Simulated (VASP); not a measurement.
# Sb2Se3 (P1) in VASP: relaxation of cell and atoms with PBE

Aim: the relaxation of cell and atoms of Sb2Se3 with PBE.

Everything below comes from runs of VASP 6.6.1. Logs are shortened: lines on timing, memory, paths and dates and some standing lists are left out, and cuts for length are marked.

## (1) The crystal as given

The typed cell holds 10 atoms: a = 7.528 Å, b = 3.892 Å, c = 10.107 Å, α = 90.59°, β = 91.68°, γ = 88.88°.

The cell was built by a generator and needn't be a form met in nature.

## (2) Relaxation of cell and atoms, PBE

File INCAR:

```
ALGO = Fast
EDIFF = 1E-5
EDIFFG = -0.03
ENCUT = 520
GGA = PE
IBRION = 2
ISIF = 3
ISMEAR = 0
ISYM = 0
KPAR = 4
LASPH = T
LCHARG = F
LREAL = Auto
LWAVE = F
NELM = 80
NSW = 110
PREC = Normal
SIGMA = 0.15
```

File KPOINTS:

```
k-points
0
Gamma
  3 6 3
```

File POSCAR:

```
Sb2Se3
1.0
    7.5274340500      0.0715006000     -0.0131643400
    0.0389195200      3.8918622700     -0.0194152100
   -0.2778553600     -0.0514792800     10.1035141900
Sb Se
4 6
Direct
    0.2622763200      0.7657763200      0.4882214700
    0.0911660700      0.2548099800      0.1410198700
    0.7480567400      0.2390792200      0.5131172400
    0.9007129500      0.7800094100      0.8604467200
    0.9301815600      0.7926593500      0.3362304900
    0.3826813300      0.2052131000      0.3300317400
    0.2308146800      0.7494727200      0.0046450100
    0.0925161200      0.2054992400      0.6454315300
    0.6087742700      0.7412772400      0.6724916800
    0.7519626500      0.2722051200      0.9973680100
```

Potentials or basis: VASP PAW PBE potentials, release 64 (Sb, Se).

On the command line:

```sh
$ cat potpaw_PBE.64/Sb/POTCAR potpaw_PBE.64/Se/POTCAR > POTCAR
$ mpirun -np 4 vasp_std > vasp.out
```

OUTCAR:

```text
EDIFF = 1E-5
   EDIFFG = -0.03
   ENCUT = 520
   GGA = PE
   IBRION = 2
   ISIF = 3
   ISMEAR = 0
   ISYM = 0
   LASPH = T
   LREAL = Auto
   NELM = 80
   NSW = 110
   PREC = Normal

 ion  position               nearest neighbor table
   1  0.262  0.766  0.488-   6 2.55   8 2.66   6 2.84   5 2.90   8 3.04   9 3.16
   2  0.091  0.255  0.141-   7 2.61   7 2.63   6 2.87  10 2.90   5 2.98   5 3.11   4 3.64   4 3.75

   3  0.748  0.239  0.513-   9 2.73   9 2.77   5 2.84   8 2.88   5 3.17   6 3.27
   4  0.901  0.780  0.860-  10 2.61  10 2.70   7 2.84   9 2.87   8 3.15   2 3.64   2 3.75
   5  0.930  0.793  0.336-   3 2.84   1 2.90   2 2.98   2 3.11   3 3.17
   6  0.383  0.205  0.330-   1 2.55   1 2.84   2 2.87   3 3.27
   7  0.231  0.749  0.005-   2 2.61   2 2.63   4 2.84
   8  0.093  0.205  0.645-   1 2.66   3 2.88   1 3.04   4 3.15
   9  0.609  0.741  0.672-   3 2.73   3 2.77   4 2.87   1 3.16
  10  0.752  0.272  0.997-   4 2.61   4 2.70   2 2.90

IMPORTANT INFORMATION: All symmetrisations will be switched off!
NOSYMM: (Re-)initialisation of all symmetry stuff for point group C_1.

----------------------------------------------------------------------------------------

                                     Primitive cell

  volume of cell :     295.9404

  direct lattice vectors                    reciprocal lattice vectors
     7.527434050  0.071500600 -0.013164340     0.132866221 -0.001310498  0.003647259
     0.038919520  3.891862270 -0.019415210    -0.002438767  0.256976986  0.001242277
    -0.277855360 -0.051479280 10.103514190     0.000168431  0.000492107  0.098982603

  length of vectors
     7.527785133  3.892105293 10.107465197     0.132922732  0.256991560  0.098983969

  position of ions in fractional coordinates (direct lattice)
     0.262276320  0.765776320  0.488221470
     0.091166070  0.254809980  0.141019870
     0.748056740  0.239079220  0.513117240
     0.900712950  0.780009410  0.860446720
     0.930181560  0.792659350  0.336230490
     0.382681330  0.205213100  0.330031740
     0.230814680  0.749472720  0.004645010
     0.092516120  0.205499240  0.645431530
     0.608774270  0.741277240  0.672491680
     0.751962650  0.272205120  0.997368010

  ion indices of the primitive-cell ions
   primitive index   ion index
                 1           1
                 2           2
                 3           3
                 4           4
                 5           5
                 6           6
                 7           7
                 8           8
                 9           9
                10          10

----------------------------------------------------------------------------------------

 KPOINTS: k-points

Automatic generation of k-mesh.
 Grid dimensions read from file:
 generate k-points for:    3    6    3

 Generating k-lattice:

  Cartesian coordinates                     Fractional coordinates (reciprocal lattice)
     0.044288740 -0.000436833  0.001215753     0.333333333 -0.000000000  0.000000000
    -0.000406461  0.042829498  0.000207046    -0.000000000  0.166666667  0.000000000
     0.000056144  0.000164036  0.032994201     0.000000000  0.000000000  0.333333333

  Length of vectors
     0.044307577  0.042831927  0.032994656

  Shift w.r.t. Gamma in fractional coordinates (k-lattice)
     0.000000000  0.000000000  0.000000000

 Subroutine IBZKPT returns following result:
 ===========================================

 Found     28 irreducible k-points:

 Following reciprocal coordinates:
            Coordinates               Weight
  0.000000  0.000000  0.000000      1.000000
  0.333333  0.000000 -0.000000      2.000000
 -0.000000  0.166667 -0.000000      2.000000
  0.333333  0.166667 -0.000000      2.000000
 -0.333333  0.166667  0.000000      2.000000
  0.000000  0.333333 -0.000000      2.000000
[... 16 lines left out ...]
  0.000000 -0.333333  0.333333      2.000000
  0.333333 -0.333333  0.333333      2.000000
 [... further k-points ...]
   k-points           NKPTS =     28   k-points in BZ     NKDIM =     28   number of bands    NBANDS=     34
   number of dos      NEDOS =    301   number of ions     NIONS =     10
   total plane-waves  NPLWV =  56448
   dimension x,y,z NGX =    42 NGY =   24 NGZ =   56
   dimension x,y,z NGXF=    84 NGYF=   48 NGZF=  112
   ions per type =               4   6
   NGX,Y,Z   is equivalent  to a cutoff of   9.28, 10.25,  9.21 a.u.
   NGXF,Y,Z  is equivalent  to a cutoff of  18.55, 20.50, 18.42 a.u.
 SYSTEM =  unknown system
   PREC   = normal    normal or accurate (medium, high low for compatibility)
   ISTART =      0    job   : 0-new  1-cont  2-samecut
   ICHARG =      2    charge: 1-file 2-atom 10-const
   ISPIN  =      1    spin polarized calculation?
   LNONCOLLINEAR =      F non collinear calculations
   LSORBIT =      F    spin-orbit coupling
   LASPH  =      T    aspherical Exc in radial PAW
   ENCUT  =  520.0 eV  38.22 Ry    6.18 a.u.  14.00  7.24 18.79*2*pi/ulx,y,z
   NELM   =     80;   NELMIN=  2; NELMDL= -5     # of ELM steps
   EDIFF  = 0.1E-04   stopping-criterion for ELM
   LREAL  =      T    real-space projection
   EDIFFG = -.3E-01   stopping-criterion for IOM
   NSW    =    110    number of steps for IOM
   IBRION =      2    ionic relax: 0-MD 1-quasi-New 2-CG
   NFREE  =      1    steps in history (QN), initial steepest desc. (CG)
   ISIF   =      3    stress and relaxation
   ISYM   =      0    0-nonsym 1-usesym 2-fastsym
   POTIM  = 0.5000    time-step for ionic-motion
   TEBEG  =    0.0;   TEEND  =   0.0 temperature during run
   PSTRESS=    0.0 pullay stress
   NELECT =      56.0000    total number of electrons
   NUPDOWN=      -1.0000    fix difference up-down
   EMIN   =  10.00;   EMAX   =-10.00  energy-range for DOS
   EFERMI =   0.00;   METHOD = LEGACY
   ISMEAR =     0;   SIGMA  =   0.15  broadening in eV -4-tet -1-fermi 0-gaus
   EFERMI_NEDOS =   21; number of points for ismear=-14 and -15
   IALGO  =     68    algorithm
   IMIX   =      4    mixing-type and parameters
     AMIX     =   0.40;   BMIX     =  1.00
     AMIX_MAG =   1.60;   BMIX_MAG =  1.00
  volume/ion in A,a.u.               =      29.59       199.71
  Fermi-wavevector in a.u.,A,eV,Ry     =   0.939874  1.776103 12.018872  0.883362
  Thomas-Fermi vector in A             =   2.067229
   LORBIT       =      0    0 simple, 1 ext, 2 COOP (PROOUT), +10 PAW based schemes
   GGA     = PE    functional components
   LHFCALC =     F    Hartree Fock is set to
   AEXX    =    0.0000 exact exchange contribution
   IVDW    =     0    specifies the selected vdW correction
   LEPSILON=     F    determine dielectric tensor
   LRPA    =     F    only Hartree local field effects (RPA)
 conjugate gradient relaxation of ions
 non-spin polarized calculation
 RMM-DIIS sequential band-by-band and
 Gauss-broadening in eV      SIGMA  =   0.15
  energy-cutoff  :      520.00
  volume of cell :      295.94
 maximum number of plane-waves:      7991
   NGX = 27   NGY = 15   NGZ = 37

--------------------------------------- Ionic step        1  -------------------------------------------

 number of electron      55.9999988 magnetization

 Free energy of the ion-electron system (eV)
  ---------------------------------------------------
  ext. energy  EPLUGINS =         0.00000000
  ---------------------------------------------------
  free energy    TOTEN  =       -39.25452215 eV

  energy without entropy =      -39.25417651  energy(sigma->0) =      -39.25434933

------------------------ aborting loop because EDIFF is reached ----------------------------------------

  FORCE on cell =-STRESS in cart. coord.  units (eV):
  Direction    XX          YY          ZZ          XY          YZ          ZX
  --------------------------------------------------------------------------------------
  -------------------------------------------------------------------------------------
  Total        1.3485012     12.2894135      7.6521517     -0.0475039      1.8912775     -4.2969356
  in kB        7.3005845     66.5330516     41.4276081     -0.2571792     10.2390945    -23.2629686
  external PRESSURE =      38.4204147 kB  Pullay stress =       0.0000000 kB
[... 113 lines left out ...]
  FREE ENERGIE OF THE ION-ELECTRON SYSTEM (eV)
  ---------------------------------------------------
  free  energy   TOTEN  =       -39.8826579144 eV

  energy  without entropy=      -39.8826519701  energy(sigma->0) =      -39.88265494

[... ionic steps 4 to 26 ...]

--------------------------------------- Ionic step       27  -------------------------------------------

 number of electron      55.9999997 magnetization

------------------------ aborting loop because EDIFF is reached ----------------------------------------

  FORCE on cell =-STRESS in cart. coord.  units (eV):
  Direction    XX          YY          ZZ          XY          YZ          ZX
  --------------------------------------------------------------------------------------
  -------------------------------------------------------------------------------------
  Total        0.0080577      0.0102216     -0.0230090      0.0321234     -0.0635061      0.0717010
  in kB        0.0416929      0.0528896     -0.1190560      0.1662165     -0.3286003      0.3710035
  external PRESSURE =      -0.0081578 kB  Pullay stress =       0.0000000 kB
[... 73 lines left out ...]
  energy  without entropy=      -40.2774300682  energy(sigma->0) =      -40.27743614

--------------------------------------- Ionic step       29  -------------------------------------------

 number of electron      55.9999999 magnetization

 Free energy of the ion-electron system (eV)
  ---------------------------------------------------
  ext. energy  EPLUGINS =         0.00000000
  ---------------------------------------------------
  free energy    TOTEN  =       -40.27772894 eV

  energy without entropy =      -40.27771656  energy(sigma->0) =      -40.27772275

 E-fermi :   3.7687     XC(G=0):  -8.6170

 val. band max:        3.3802130209   @ k =  -0.0000   0.0000   0.3333
 cond. band min:       4.1481033225   @ k =  -0.0000   0.0000   0.3333
 fundamental gap:      0.7678903016
 Fermi energy:         3.7686549685

 k-point     1 :       0.0000    0.0000    0.0000
  band No.  band energies     occupation
      1     -10.4173      2.00000
      2      -9.7441      2.00000
      3      -9.5182      2.00000
      4      -9.0240      2.00000
      5      -8.9282      2.00000
      6      -8.8451      2.00000
[... 877 lines left out ...]
     33       6.0929      0.00000
     34       6.2923      0.00000

 [... further k-points ...]

------------------------ aborting loop because EDIFF is reached ----------------------------------------

  FORCE on cell =-STRESS in cart. coord.  units (eV):
  Direction    XX          YY          ZZ          XY          YZ          ZX
  --------------------------------------------------------------------------------------
  -------------------------------------------------------------------------------------
  Total        0.0197747      0.0182116      0.0124996      0.0218397     -0.0579453      0.0478945
  in kB        0.1023274      0.0942386      0.0646809      0.1130128     -0.2998472      0.2478379
  external PRESSURE =       0.0870823 kB  Pullay stress =       0.0000000 kB
[... 25 lines left out ...]
  FREE ENERGIE OF THE ION-ELECTRON SYSTEM (eV)
  ---------------------------------------------------
  free  energy   TOTEN  =       -40.2777289354 eV

  energy  without entropy=      -40.2777165628  energy(sigma->0) =      -40.27772275

 reached required accuracy - stopping structural energy minimisation
```

Wall time 17 min (4 MPI ranks of AMD EPYC 7R43 (Zen 3), shared host); peak memory 0.35 GiB.

Results:

| Quantity | Value |
| --- | --- |
| Free energy | -40.2777 eV |
| Relaxed volume | 30.96 Å³/atom |
| Relaxed cell | a = 7.430 Å, b = 4.059 Å, c = 10.271 Å, α = 90.07°, β = 91.62°, γ = 89.51° |
| Space group after relaxing (to 0.05 Å) | P-1 (No. 2) |
| Energy gained by relaxing | 102.3 meV/atom |
| Ionic steps | 29 |
| Pressure after relaxing | 0.0 GPa |
| Largest force after relaxing | 0.019 eV/Å |
| Band gap on the k mesh | 0.77 eV, direct |

Forces on the atoms (eV/Å):
```
Sb  -0.003  0.013  0.008
Sb   0.013  0.004 -0.013
Sb  -0.006 -0.012 -0.008
Sb  -0.006 -0.010  0.003
Se  -0.004  0.002  0.003
Se  -0.002  0.009  0.003
Se   0.002  0.009  0.010
Se   0.002  0.005 -0.009
Se  -0.003 -0.007 -0.001
Se   0.007 -0.013  0.003
```

The path:
```tsv
step	energy change (eV)	largest force (eV/Å)	pressure (GPa)	volume (Å³)
1	0.0000	1.8176	3.84	295.94
2	-0.4848	0.9067	-2.76	327.01
3	-0.6281	0.9287	-1.04	316.04
4	-0.8044	0.6147	-0.24	311.11
5	-0.8717	0.4393	0.70	306.12
6	-0.9535	0.1822	0.04	309.28
7	-0.9539	0.2002	0.08	309.07
8	-0.9717	0.1345	-0.13	310.34
9	-0.9807	0.1965	-0.33	311.80
10	-0.9935	0.1323	0.16	309.37
11	-0.9940	0.1458	0.27	308.84
12	-1.0030	0.1311	0.11	309.75
13	-1.0050	0.1428	0.01	310.32
14	-1.0097	0.1120	-0.10	310.82
15	-1.0097	0.1145	-0.11	310.85
16	-1.0143	0.0895	0.00	310.16
17	-1.0167	0.0729	0.14	309.43
18	-1.0186	0.0559	-0.11	310.65
19	-1.0189	0.0619	-0.04	310.34
20	-1.0202	0.0415	-0.05	310.39
21	-1.0206	0.0418	-0.06	310.42
22	-1.0213	0.0461	0.06	309.64
23	-1.0213	0.0466	0.06	309.65
24	-1.0220	0.0329	0.04	309.66
25	-1.0224	0.0431	-0.02	309.69
26	-1.0224	0.0377	-0.01	309.68
27	-1.0229	0.0305	0.00	309.64
28	-1.0229	0.0307	0.00	309.64
29	-1.0232	0.0188	0.01	309.62
```

Final structure:
```yaml
crystal:
  lattice:
    - [7.43001, 0.03266, -0.01491]
    - [0.01656, 4.05892, -0.00219]
    - [-0.26909, -0.00654, 10.26738]
  atoms:
    - { symbol: Sb, position: [0.24504, 0.74607, 0.47983] }
    - { symbol: Sb, position: [0.08328, 0.24926, 0.15080] }
    - { symbol: Sb, position: [0.75562, 0.25463, 0.51832] }
    - { symbol: Sb, position: [0.91655, 0.75265, 0.84796] }
    - { symbol: Se, position: [0.93024, 0.75110, 0.33410] }
    - { symbol: Se, position: [0.40164, 0.24380, 0.33428] }
    - { symbol: Se, position: [0.23424, 0.74523, 0.00067] }
    - { symbol: Se, position: [0.07008, 0.24943, 0.66385] }
    - { symbol: Se, position: [0.59785, 0.75735, 0.66280] }
    - { symbol: Se, position: [0.76461, 0.25651, 0.99638] }
```

Levels at points of the mesh, in eV from the valence-band top:
```
           k point  band 26  band 27  band 28  band 29  band 30  band 31
(0.00, 0.00, 0.00)    -1.03    -0.11    -0.04     0.82     1.42     1.88
(0.00, 0.50, 0.00)    -0.79    -0.58    -0.56     2.13     2.13     2.32
```

Caveat: spin-orbit coupling is left out, which moves the levels of the heavy elements; an odd mesh through Γ misses points on the zone boundary, where band edges often lie.
